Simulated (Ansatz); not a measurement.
# TiS2: the cost of one run

The runs shown are made with Ansatz 0.2.0. PAW datasets, plane waves, zero pressure. Spin-unpolarised throughout; all numbers are computed.

## (1) Starting point

This is the cell as the run starts from it, not yet at rest; its lengths are not the crystal's.

Space group P-3m1 (No. 164), trigonal; conventional cell a = 3.884 Å, c = 6.074 Å, 26.45 Å³ an atom. Around Ti lie 6 S at 2.74 Å; around S lie 3 Ti at 2.74 Å.

Structure file:

```cif
data_structure
_symmetry_space_group_name_H-M 'P-3m1'
_symmetry_Int_Tables_number 164
_cell_length_a 3.8842
_cell_length_b 3.8842
_cell_length_c 6.0741
_cell_angle_alpha 90.000
_cell_angle_beta 90.000
_cell_angle_gamma 120.000
_cell_volume 79.36
loop_
_atom_site_label
_atom_site_type_symbol
_atom_site_symmetry_multiplicity
_atom_site_Wyckoff_symbol
_atom_site_fract_x
_atom_site_fract_y
_atom_site_fract_z
_atom_site_occupancy
Ti1 Ti 1 a 0.00000 0.00000 0.00000 1
S1 S 2 d 0.33333 0.66667 0.25984 1
```

## (2) PBE-D3(BJ): cell and atoms

Input file input.yaml:

```yaml
crystal:
  lattice:
    - [3.88419416, 0.0, 0.0]
    - [-1.94209708, 3.3638108158, 0.0]
    - [0.0, 0.0, 6.074091592]
  atoms:
    - { symbol: Ti, position: [0.0, 0.0, 0.0] }
    - { symbol: S, position: [0.3333333333, 0.6666666667, 0.2598406317] }
    - { symbol: S, position: [0.6666666667, 0.3333333333, 0.7401593683] }
kpoints:
  mp_grid: { grid: [12, 12, 4] }
hamiltonian:
  xc: pbe
  dispersion: d3bj
scf:
  occupations: { method: fermi_dirac, width: 0.02 }
relax:
  f_tol: 0.005
  cell: {}
```

Started as:

```sh
> ansatz run input.yaml --threads 4 --pin off --max-ram 7372MiB --backend cpu --events-out ev --progress --plain --runs-dir out
```

What time and memory should one allow on 4 threads of Intel Xeon Platinum 8259CL at 2.50GHz (Skylake/Cascade Lake), shared host?

About 13 s, with a peak of 0.49 GiB.
